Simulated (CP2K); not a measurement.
MgS:

```
CELL_PARAMETERS angstrom
4.00664 0.00000 0.00000
2.00332 3.46985 0.00000
2.00332 1.15662 3.27141
ATOMIC_POSITIONS crystal
S 0.25000 0.25000 0.25000
Mg 0.00000 0.00000 0.00000
```

The cell comes from a database or a generator and needn't be the stable form of this composition.

Base run:

```yaml
Program: CP2K 2026.2
Functional: TB-mBJ
Potentials_or_basis: POTENTIAL_UZH S GTH-PBE-q6, Mg GTH-PBE-q10; TZVP-MOLOPT-PBE-GTH basis
Density_cutoff: 19048 eV
k_mesh: 8 × 8 × 8
Occupations: fermi-dirac, width 0.05 eV
Spin: no spin polarisation
```

Its results: band gap on the k mesh 4.01 eV, direct.

The run is repeated on the same cell with these changes: functional from TB-mBJ to PBEsol; occupations from fermi-dirac, width 0.05 eV to fermi-dirac, width 0.01 eV. What comes out?

Band gap on the k mesh 3.14 eV, direct.

Caveats: the basis of atomic orbitals isn't converged, which shifts pressures, moduli and gaps; this is a model potential without an energy functional, so only levels have meaning (some runs).
